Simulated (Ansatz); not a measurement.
**Field gradients against strain in NaI**

```
CELL_PARAMETERS angstrom
0.00000 3.23640 3.23640
3.23640 0.00000 3.23640
3.23640 3.23640 0.00000
ATOMIC_POSITIONS crystal
Na 0.00000 0.00000 0.00000
I 0.50000 0.50000 0.50000
```

Atom numbers follow the list: Na1, I2.

The cell is COD entry 9008681, as deposited and not checked against the literature; nothing was relaxed.

These are results of DFT, LDA, all-electron PAW with datasets made for the crystal, scalar-relativistic in Ansatz 0.2.0, not measurements.

Settings: a Γ-centred 8×8×8 k mesh, Fermi–Dirac smearing of 0.02 eV, cutoff 260 eV (chosen by the program for this cell), no spin polarisation.

The strain is applied along the Cartesian axes of the cell as listed (the other components stay zero). Fractional coordinates are held (clamped ions).

The columns are Cartesian components of the electric field gradient at the nuclei, in 10²¹ V/m².

No spin–orbit coupling: at heavy atoms the gradients can be off by tens of per cent for that reason.

Only quantities that a quadratic follows smoothly over the whole series are listed; rougher ones are left out.

```
εxx = εyy  Vzz at Na1  Vzz at I2
  -0.0200        0.12      -0.13
   0.0000        0.00       0.00
   0.0100       -0.06       0.15
   0.0200       -0.11       0.35
```

(1) Fit the series and give the gradient–strain slopes.

(2) One run, at εxx = εyy = -0.0100, is withheld. Predict its row.

## Answers

(1) Least-squares fits y = p0 + p1 x + p2 x² to the rows give Vzz at Na1: p1 = -5.78, p2 = 16; Vzz at I2: p1 = 12, p2 = 270. The slopes p1 are in 10²¹ V/m² per unit strain, for clamped ions.

(2) The fits give 0.06, -0.09; the run gave 0.06, -0.10.
